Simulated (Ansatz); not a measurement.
## Orbital character of the bands of BeS

```
Be S
1.0
     0.00000    2.43765    2.43765
     2.43765    0.00000    2.43765
     2.43765    2.43765    0.00000
Be S
1 1
Direct
  0.00000 0.00000 0.00000
  0.25000 0.25000 0.25000
```

Atoms are numbered in the order listed.

The conventional cell has a = 4.875 Å, b = 4.875 Å, c = 4.875 Å, α = 90.00°, β = 90.00°, γ = 90.00°. Be (atom 1) has 4 S at 2.11 Å as nearest neighbours. Around S (atom 2) lie 4 Be at 2.11 Å.

The structure comes from a relaxation in the same program, started in the zincblende type, and has space group F-43m. Whether it is a known phase or the ground state wasn't checked.

The calculation used DFT, PBE, all-electron LAPW, scalar-relativistic in Ansatz 0.2.0.

Sampling and basis: a Γ-centred 12×12×12 k mesh, Fermi–Dirac smearing of 0.05 eV, basis error target 1 meV/atom, no spin polarisation.

Weights are projections on a minimal set of Löwdin-orthogonalised atomic shells, summed over atoms of an element; the rest lies outside that basis, and weights on diffuse cation s shells are inflated where empty shells are missing from it. Energies are in eV from the valence-band top.

Points: X (-0.500, -0.500, 0.000), L (0.000, 0.000, 0.500).

```
           state  character
    X, -11.49 eV  S 3s 99 %
     X, -4.94 eV          ?
X, -2.59 eV (×2)  S 3p 94 %
    L, -12.02 eV          ?
     L, -5.69 eV          ?
L, -1.01 eV (×2)          ?
```

(1) Fill in "character" for the row "X, -4.94 eV".

(2) Give the missing entry: row "L, -5.69 eV", column "character".

(3) What belongs in the row "L, -12.02 eV", column "character"?

(4) Fill in "character" for the row "L, -1.01 eV (×2)".

Results:

(1) S 3p 77 %, Be 2s 23 %.

(2) S 3p 84 %, Be 2s 14 %.

(3) S 3s 88 %, Be 2s 11 %.

(4) S 3p 93 %.
